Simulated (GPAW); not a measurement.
# HfN (Fm-3m) in GPAW: notebook

Aim: see how the results for HfN move with the level of theory and the settings. Levels: PBE, r2SCAN. Tasks: single point.

All numbers are computed with GPAW 26.7.0; they aren't measurements. Logs are shortened: lines on timing, memory, paths and dates and some standing lists are left out, and cuts for length are marked. The log counts tension as positive stress, the text compression.

### 1 The crystal as given

Symmetry: Fm-3m, No. 225, cubic system. The conventional cell has a = 4.512 Å, b = 4.512 Å, c = 4.512 Å, α = 90.00°, β = 90.00°, γ = 90.00°. Around Hf (site symmetry m-3m) lie 6 N at 2.26 Å. Around N (site symmetry m-3m) lie 6 Hf at 2.26 Å.

### 2 Single point, PBE

File run.py:

```python
from ase import Atoms
from ase.dft.bandgap import bandgap
from ase.io import write
from ase.units import GPa
from gpaw import GPAW, PW

atoms = Atoms(['Hf', 'N'],
              cell=[[0.0, 2.256, 2.256],
                    [2.256, 0.0, 2.256],
                    [2.256, 2.256, 0.0]],
              scaled_positions=[[0.0, 0.0, 0.0],
                                [0.5, 0.5, 0.5]],
              pbc=True)

calc = GPAW(mode=PW(650),
            xc='PBE',
            kpts={'size': (8, 8, 8), 'gamma': True},
            occupations={'name': 'fermi-dirac', 'width': 0.05},
            nbands=19,
            maxiter=120,
            txt='gpaw.txt')
atoms.calc = calc
energy = atoms.get_potential_energy()
forces = atoms.get_forces()
stress = atoms.get_stress()
calc.write('gs.gpw')
write('result.traj', atoms)
print(f'Energy: {energy:.6f} eV')
print('Forces (eV/A):')
print(forces.round(4))
print('Stress (GPa):', (stress / GPa).round(3))
print('Fermi level:', round(calc.get_fermi_level(), 4), 'eV')
print(f'Gap: {bandgap(calc)[0]:.4f} eV, direct: {bandgap(calc, direct=True)[0]:.4f} eV')
```

Potentials or basis: GPAW PAW data sets (gpaw-data 1.2.1), pw.

The run is started by

```sh
> OMP_NUM_THREADS=1 python run.py
```

gpaw.txt:

```text
__  _  _
 | _ |_)|_||  |
 |__||  | ||/\| - 26.7.0

Input parameters:
  mode=PW(ecut=650.0),
  kpts=MonkhorstPack(size=(8, 8, 8), gamma=True),
  maxiter=120,
  nbands=19,
  occupations=Occupations(name='fermi-dirac', width=0.05),
  xc=XC(name='PBE')

Diagonalizing LCAO Hamiltonian
Converting LCAO to pw mode

              N

       Hf

Atoms  # Å, Bohr magnetons
|   | symbol |        x |        y |        z |    initial magnetic moments |
|---|--------|----------|----------|----------|-----------------------------|
| 0 |     Hf | 0.000000 | 0.000000 | 0.000000 | ( 0.0000,  0.0000,  0.0000) |
| 1 |      N | 2.256000 | 2.256000 | 2.256000 | ( 0.0000,  0.0000,  0.0000) |

Unit cell  # Å
| periodic |        x |        y |        z |  lengths |    angles |
|----------|----------|----------|----------|----------|-----------|
|      yes | 0.000000 | 2.256000 | 2.256000 | 3.190466 | 60.000000 |
|      yes | 2.256000 | 0.000000 | 2.256000 | 3.190466 | 60.000000 |
|      yes | 2.256000 | 2.256000 | 0.000000 | 3.190466 | 60.000000 |

Number of symmetries: 48
Symmetry operations  # r_c * U_cc + t_c -> r_c
|    | kind |            matrix            |
|----|------|------------------------------|
|  0 |  σ   |  1, 0, 0,  1, 0,-1,  1,-1, 0 |
|  1 |  C2  |  1, 0, 0,  1,-1, 0,  1, 0,-1 |
|  2 |  E   |  1, 0, 0,  0, 1, 0,  0, 0, 1 |
|  3 |  σ   |  1, 0, 0,  0, 0, 1,  0, 1, 0 |
|  4 |  C4  |  1, 0,-1,  1, 0, 0,  1,-1, 0 |
|  5 |  S6  |  1, 0,-1,  1,-1, 0,  1, 0, 0 |
|  6 |  σ   |  1, 0,-1,  0, 1,-1,  0, 0,-1 |
|  7 |  C3  |  1, 0,-1,  0, 0,-1,  0, 1,-1 |
|  8 |  S6  |  1,-1, 0,  1, 0, 0,  1, 0,-1 |
|  9 |  C4  |  1,-1, 0,  1, 0,-1,  1, 0, 0 |
| 10 |  C3  |  1,-1, 0,  0,-1, 1,  0,-1, 0 |
| 11 |  σ   |  1,-1, 0,  0,-1, 0,  0,-1, 1 |
| 12 |  σ   |  0, 1, 0,  1, 0, 0,  0, 0, 1 |
| 13 |  C4  |  0, 1, 0,  0, 1,-1, -1, 1, 0 |
| 14 |  C3  |  0, 1, 0,  0, 0, 1,  1, 0, 0 |
| 15 |  S6  |  0, 1, 0, -1, 1, 0,  0, 1,-1 |
| 16 |  C2  |  0, 1,-1,  1, 0,-1,  0, 0,-1 |
| 17 |  σ   |  0, 1,-1,  0, 1, 0, -1, 1, 0 |
| 18 |  S4  |  0, 1,-1,  0, 0,-1,  1, 0,-1 |
| 19 |  C4  |  0, 1,-1, -1, 1, 0,  0, 1, 0 |
| 20 |  C3  |  0, 0, 1,  1, 0, 0,  0, 1, 0 |
| 21 |  σ   |  0, 0, 1,  0, 1, 0,  1, 0, 0 |
| 22 |  S6  |  0, 0, 1,  0,-1, 1, -1, 0, 1 |
| 23 |  C4  |  0, 0, 1, -1, 0, 1,  0,-1, 1 |
| 24 |  S4  |  0, 0,-1,  1, 0,-1,  0, 1,-1 |
| 25 |  C3  |  0, 0,-1,  0, 1,-1,  1, 0,-1 |
| 26 |  C2  |  0, 0,-1,  0,-1, 0, -1, 0, 0 |
| 27 |  S6  |  0, 0,-1, -1, 0, 0,  0,-1, 0 |
| 28 |  S4  |  0,-1, 1,  1,-1, 0,  0,-1, 0 |
| 29 |  C4  |  0,-1, 1,  0, 0, 1, -1, 0, 1 |
| 30 |  C2  |  0,-1, 1,  0,-1, 0,  1,-1, 0 |
| 31 |  σ   |  0,-1, 1, -1, 0, 1,  0, 0, 1 |
| 32 |  C3  |  0,-1, 0,  1,-1, 0,  0,-1, 1 |
| 33 |  S6  |  0,-1, 0,  0, 0,-1, -1, 0, 0 |
| 34 |  S4  |  0,-1, 0,  0,-1, 1,  1,-1, 0 |
| 35 |  C2  |  0,-1, 0, -1, 0, 0,  0, 0,-1 |
| 36 |  C2  | -1, 1, 0,  0, 1, 0,  0, 1,-1 |
| 37 |  S6  | -1, 1, 0,  0, 1,-1,  0, 1, 0 |
| 38 |  S4  | -1, 1, 0, -1, 0, 1, -1, 0, 0 |
| 39 |  C3  | -1, 1, 0, -1, 0, 0, -1, 0, 1 |
| 40 |  S6  | -1, 0, 1,  0, 0, 1,  0,-1, 1 |
| 41 |  C2  | -1, 0, 1,  0,-1, 1,  0, 0, 1 |
| 42 |  C3  | -1, 0, 1, -1, 1, 0, -1, 0, 0 |
| 43 |  S4  | -1, 0, 1, -1, 0, 0, -1, 1, 0 |
| 44 |  C2  | -1, 0, 0,  0, 0,-1,  0,-1, 0 |
| 45 |  i   | -1, 0, 0,  0,-1, 0,  0, 0,-1 |
| 46 |  σ   | -1, 0, 0, -1, 1, 0, -1, 0, 1 |
| 47 |  C2  | -1, 0, 0, -1, 0, 1, -1, 1, 0 |

BZ-sampling:
  Number of BZ points: 512
  Number of IBZ points: 29

  Monkhorst-Pack size: [8, 8, 8]
  Monkhorst-Pack shift: [0.0625, 0.0625, 0.0625]

K-points  # in reciprocal-cell coordinates
|     |                                coordinates |     weight |
|-----|--------------------------------------------|------------|
|   0 | (  0.00000000,   0.00000000,   0.00000000) | 0.00195312 |
|   1 | (  0.12500000,   0.12500000,   0.00000000) | 0.01171875 |
|   2 | (  0.12500000,   0.12500000,   0.12500000) | 0.01562500 |
|   3 | (  0.25000000,   0.12500000,   0.12500000) | 0.02343750 |
|   4 | (  0.25000000,   0.25000000,   0.00000000) | 0.01171875 |
|   5 | (  0.25000000,   0.25000000,   0.12500000) | 0.04687500 |
|   6 | (  0.25000000,   0.25000000,   0.25000000) | 0.01562500 |
|   7 | (  0.37500000,   0.25000000,  -0.37500000) | 0.04687500 |
|   8 | (  0.37500000,   0.25000000,   0.12500000) | 0.04687500 |
|   9 | (  0.37500000,   0.25000000,   0.25000000) | 0.04687500 |
| ... |                                            |            |
|  28 | (  0.50000000,   0.50000000,   0.50000000) | 0.00781250 |

Plane wave coefficients: 887
Cutoff: 650.0 eV

Spin-components: 1 (collinear spins)
Bands:           19
Projectors:      11
Spin-degeneracy: 2
Datatype:        complex128

Parallelization:
  kpt:    1
  domain: 1
  band:   1

Density:
  Valence electrons: 17.0
  Components: 1
  Grid points: [20 20 20]
  Charge: 0.0  # |e|

Potential:
  Grid points: [20 20 20]

species:
  Hf:
    name:    Hafnium
    Z:       72.0
    valence: 12
    core:    60
    charge:  0.0  # [|e|]
    compensation charges:
      type: gauss
      rc: 0.41  # [Å]
      lmax: 2
    cutoffs:
      filter: 2.36  # [Å]
      core: 4.02  # [Å]
    projectors
    | kind |    occ | energy [eV] | rcut [Å] |
    |------|--------|-------------|----------|
    |   5s |  2.000 |     -66.831 |    1.397 |
    |   6s |  2.000 |      -5.097 |    1.397 |
    |   5p |  6.000 |     -35.599 |    1.307 |
    |   6p |  0.000 |      -1.401 |    1.307 |
    |   5d |  2.000 |      -2.699 |    1.334 |
    |    d |        |      24.513 |    1.334 |

    Using partial waves for Hf as LCAO basis

  N:
    name:    Nitrogen
    Z:       7.0
    valence: 5
    core:    2
    charge:  0.0  # [|e|]
    compensation charges:
      type: gauss
      rc: 0.18  # [Å]
      lmax: 2
    cutoffs:
      filter: 1.11  # [Å]
      core: 0.96  # [Å]
    projectors
    | kind |    occ | energy [eV] | rcut [Å] |
    |------|--------|-------------|----------|
    |   2s |  2.000 |     -18.583 |    0.603 |
    |   2p |  3.000 |      -7.089 |    0.529 |
    |    s |        |       8.629 |    0.603 |
    |    p |        |      20.123 |    0.529 |
    |    d |        |       0.000 |    0.577 |

    Using partial waves for N as LCAO basis

Reference energy: -411367.836780  # eV

eigensolver:
  PPCG
  Converge bands: occupied
  niter=2

density mixing:
  MSR1-Mixer
  Pratt-step length: 0.05
  Maximum mixing coefficient: 0.75
  Old densities: 10
  SVD Regularization: 0.005
  Good broyden scale: 1.0
  Trust region scale: 1.0
  Backstep threshold: 4.0
  History deletion threshold: 6.0
  Fourier metric: weight=20.0, sigma=0.015

occupation numbers:
  Fermi-Dirac:
    width: 0.0500  # eV

poisson solver:
  ecut: 5200.0  # eV

xc functional:
  name: PBE with 2 nearest neighbor stencil

convergence criteria:
- Maximum [total energy] change in last 3 cyles: 0.0005 eV / valence electron
- Maximum integral of absolute [dens]ity change: 0.0001 electrons / valence electron
- Maximum integral of absolute [eigenst]ate change: 4e-08 eV^2 / valence electron
maximum number of iterations: 120

SCF iterations
|iter     | |      energy | eigst |  dens |
|---------|-|-------------|-------|-------|
|iter:   1| |  -20.997920 | -0.01 |       |
|iter:   2| |  -20.455342 | -2.42 | -0.90 |
|iter:   3| |  -19.192931 | -1.49 | -0.97 |
|iter:   4| |  -19.199348 | -3.15 | -1.62 |
|iter:   5| |  -19.207246 | -3.31 | -1.83 |
|iter:   6| |  -19.207155c| -5.24 | -2.93 |
|iter:   7| |  -19.207164c| -6.51 | -3.52 |
|iter:   8| |  -19.207165c| -7.30 | -4.04c|
|iter:   9| |  -19.207165c| -8.81c| -5.20c|

Converged in 9 steps
Energy contributions relative to reference atoms: (reference = -411367.836780)

Energy contributions:
  Kinetic:          23.411755
  Coulomb:         -23.140770
  Zero:             -0.312720
  External:          0.000000
  Xc:              -19.161983
  Entropy:          -0.006893
  Spinorbit:         0.000000
  ----------------------------
  Free energy:     -19.210611
  Extrapolated:    -19.207165

dipole moment: (-16.326359, -16.326359, -16.326359)  # |e|*Ang

Fermi level: 13.974
Eigenvalues  # (at kpt = [0.000, 0.000, 0.000])
| band index |      eig [eV] | occ [0-2] |
|------------|---------------|-----------|
|          0 |       -48.623 |     2.000 |
|        ... |               |           |
|          3 |       -17.217 |     2.000 |
|          4 |        -3.543 |     2.000 |
|          5 |        10.969 |     2.000 |
|          6 |        10.969 |     2.000 |
|          7 |        10.969 |     2.000 |
|          8 |        13.613 |     1.999 |
|          9 |        13.613 |     1.999 |
|         10 |        13.613 |     1.999 |
|         11 |        15.831 |     0.000 |
|         12 |        15.933 |     0.000 |
|         13 |        15.933 |     0.000 |
|         14 |        23.682 |     0.000 |
|         15 |        38.520 |     0.000 |
|         16 |        38.520 |     0.000 |
|         17 |        38.520 |     0.000 |
|         18 |        40.381 |     0.000 |

No gap
No difference between direct/indirect transitions

Forces  # eV/Ang
|        x |       y |        z |
|----------|---------|----------|
| -0.00000 | 0.00000 | -0.00000 |  # Hf   0
|  0.00000 | 0.00000 |  0.00000 |  # N    1

Stress tensor  # eV/Ang^3
|         x |         y |         z |
|-----------|-----------|-----------|
| -0.024573 |  0.000000 |  0.000000 |
|  0.000000 | -0.024573 | -0.000000 |
|  0.000000 | -0.000000 | -0.024573 |

# Writing to gs.gpw (mode='')
```

It took 7.9 s on 1 thread of Arm Neoverse V2, shared host; peak memory 0.15 GiB.

What came out:

```
Free energy            : -19.2106 eV
Pressure               : 3.9 GPa
Band gap on the k mesh : none (metal or under the smearing width)
```

Levels at points of the mesh, in eV from the Fermi level:
```tsv
k point	band 7	band 8	band 9	band 10	band 11	band 12
(0.00, 0.00, 0.00)	-3.00	-3.00	-0.36	-0.36	-0.36	1.86
(0.50, 0.50, 0.00)	-3.84	-3.69	-3.69	4.09	5.52	5.52
(0.50, 0.50, 0.50)	-6.20	-6.20	3.29	3.70	3.70	4.46
```

Caveat: the cutoff is short for stress and forces, so pressures can be off by a GPa or more. The run has no spin-orbit coupling, so splittings on Hf are missing.

### 3 Single point, r2SCAN

Changes to run.py since step 2:

```diff
@@ -15,3 +15,3 @@
 calc = GPAW(mode=PW(650),
-            xc='PBE',
+            xc='MGGA_X_R2SCAN+MGGA_C_R2SCAN',
             kpts={'size': (8, 8, 8), 'gamma': True},
```

Potentials or basis: GPAW PAW data sets (gpaw-data 1.2.1), pw.

The run is started by

```sh
> OMP_NUM_THREADS=1 python run.py
```

It took 20 s on 1 thread of Arm Neoverse V2, shared host; peak memory 0.27 GiB.

It converged, with:

```yaml
Free_energy: -33.2906 eV
Pressure: 0.5 GPa
Band_gap_on_the_k_mesh: none (metal or under the smearing width)
```

Levels at points of the mesh, in eV from the Fermi level:
```csv
k point,band 7,band 8,band 9,band 10,band 11,band 12
"(0.00, 0.00, 0.00)",-3.39,-3.39,-0.36,-0.36,-0.36,1.97
"(0.50, 0.50, 0.00)",-4.11,-4.11,-3.92,4.09,5.53,5.53
"(0.50, 0.50, 0.50)",-6.67,-6.67,3.39,3.76,3.76,4.68
```

Caveat: the cutoff is short for stress and forces, so pressures can be off by a GPa or more; the PAW data sets were made with another functional, which shifts forces and pressure a little.

### 4 Single point, PBE

File run.py:

```python
from ase.dft.bandgap import bandgap
from ase.io import read, write
from ase.units import GPa
from gpaw import GPAW, PW

atoms = read('HfN.xyz')

calc = GPAW(mode=PW(550),
            xc='PBE',
            kpts={'size': (8, 8, 8), 'gamma': True},
            occupations={'name': 'fermi-dirac', 'width': 0.05},
            nbands=19,
            maxiter=120,
            txt='gpaw.txt')
atoms.calc = calc
energy = atoms.get_potential_energy()
forces = atoms.get_forces()
stress = atoms.get_stress()
calc.write('gs.gpw')
write('result.traj', atoms)
print(f'Energy: {energy:.6f} eV')
print('Forces (eV/A):')
print(forces.round(4))
print('Stress (GPa):', (stress / GPa).round(3))
print('Fermi level:', round(calc.get_fermi_level(), 4), 'eV')
print(f'Gap: {bandgap(calc)[0]:.4f} eV, direct: {bandgap(calc, direct=True)[0]:.4f} eV')
```

File HfN.xyz:

```xyz
2
Lattice="0.0000000000 2.2560000000 2.2560000000 2.2560000000 0.0000000000 2.2560000000 2.2560000000 2.2560000000 0.0000000000" Properties=species:S:1:pos:R:3 pbc="T T T"
Hf     0.0000000000      0.0000000000      0.0000000000
N      2.2560000000      2.2560000000      2.2560000000
```

Potentials or basis: GPAW PAW data sets (gpaw-data 1.2.1), pw.

The run is started by

```sh
> OMP_NUM_THREADS=1 python run.py
```

gpaw.txt:

```text
__  _  _
 | _ |_)|_||  |
 |__||  | ||/\| - 26.7.0

Input parameters:
  mode=PW(ecut=550.0),
  kpts=MonkhorstPack(size=(8, 8, 8), gamma=True),
  maxiter=120,
  nbands=19,
  occupations=Occupations(name='fermi-dirac', width=0.05),
  xc=XC(name='PBE')

Diagonalizing LCAO Hamiltonian
Converting LCAO to pw mode

              N

       Hf

Atoms  # Å, Bohr magnetons
|   | symbol |        x |        y |        z |    initial magnetic moments |
|---|--------|----------|----------|----------|-----------------------------|
| 0 |     Hf | 0.000000 | 0.000000 | 0.000000 | ( 0.0000,  0.0000,  0.0000) |
| 1 |      N | 2.256000 | 2.256000 | 2.256000 | ( 0.0000,  0.0000,  0.0000) |

Unit cell  # Å
| periodic |        x |        y |        z |  lengths |    angles |
|----------|----------|----------|----------|----------|-----------|
|      yes | 0.000000 | 2.256000 | 2.256000 | 3.190466 | 60.000000 |
|      yes | 2.256000 | 0.000000 | 2.256000 | 3.190466 | 60.000000 |
[... 197 lines left out ...]
|iter:   9| |  -18.968122c| -8.88c| -5.22c|

Converged in 9 steps
Energy contributions relative to reference atoms: (reference = -411367.836780)

Energy contributions:
  Kinetic:          21.996442
  Coulomb:         -21.524850
  Zero:             -0.373000
  External:          0.000000
  Xc:              -19.063263
  Entropy:          -0.006900
  Spinorbit:         0.000000
  ----------------------------
  Free energy:     -18.971572
  Extrapolated:    -18.968122

dipole moment: (-16.326124, -16.326124, -16.326124)  # |e|*Ang

Fermi level: 13.981
Eigenvalues  # (at kpt = [0.000, 0.000, 0.000])
| band index |      eig [eV] | occ [0-2] |
|------------|---------------|-----------|
|          0 |       -48.614 |     2.000 |
|        ... |               |           |
|          3 |       -17.208 |     2.000 |
|          4 |        -3.577 |     2.000 |
|          5 |        11.005 |     2.000 |
|          6 |        11.005 |     2.000 |
|          7 |        11.005 |     2.000 |
|          8 |        13.619 |     1.999 |
[... 8 lines left out ...]
|         17 |        38.523 |     0.000 |
|         18 |        40.399 |     0.000 |

No gap
No difference between direct/indirect transitions

Forces  # eV/Ang
|       x |        y |        z |
|---------|----------|----------|
| 0.00000 |  0.00000 | -0.00000 |  # Hf   0
| 0.00000 | -0.00000 | -0.00000 |  # N    1

Stress tensor  # eV/Ang^3
|        x |        y |        z |
|----------|----------|----------|
| 0.016184 | 0.000000 | 0.000000 |
| 0.000000 | 0.016184 | 0.000000 |
| 0.000000 | 0.000000 | 0.016184 |

# Writing to gs.gpw (mode='')
```

stdout:

```text
Energy: -18.968122 eV
Forces (eV/A):
[[ 0.  0. -0.]
 [ 0. -0. -0.]]
Stress (GPa): [2.593 2.593 2.593 0.    0.    0.   ]
Fermi level: 13.9808 eV
Gap: 0.0000 eV, direct: 0.0000 eV
```

Run time: 8.4 s. Hardware: 1 thread of Arm Neoverse V2, shared host; peak memory 0.14 GiB.

These settings aren't checked as converged: the numbers below hold their error.

What came out:

```yaml
Free_energy: -18.9716 eV
Pressure: -2.6 GPa
Band_gap_on_the_k_mesh: none (metal or under the smearing width)
```

Caveat: the cutoff is short for stress and forces, so pressures can be off by a GPa or more.

### 5 The reference run

An earlier run on the cell as given: functional PBEsol; potentials or basis PAW data sets generated in the run's folder for this functional; cutoff 800 eV; basis pw; k mesh 10 × 10 × 10; occupations fermi-dirac, width 0.05 eV; no spin polarisation.

- Pressure: -1.6 GPa
- Band gap on the k mesh: none (metal or under the smearing width)

### 6 Overview

```tsv
level	potentials or basis	k mesh	cutoff (eV)	maxiter	convergence	gap on the mesh (eV)	pressure (GPa)
PBE	GPAW PAW data sets (gpaw-data 1.2.1), pw	8 × 8 × 8	650	120	default	none	3.9
r2SCAN	GPAW PAW data sets (gpaw-data 1.2.1), pw	8 × 8 × 8	650	120	default	none	0.5
PBEsol	PAW data sets generated in the run's folder for this functional, pw	10 × 10 × 10	800	150	-	none	-1.6
```

Alike in all rows: task single point; no spin polarisation; cell as given; smearing fermi-dirac 0.05 eV.

Caveats: the cutoff is short for stress and forces, so pressures can be off by a GPa or more (some runs); the PAW data sets were made with another functional, which shifts forces and pressure a little (some runs).

Absolute energies hang on the potentials; compare differences alone.
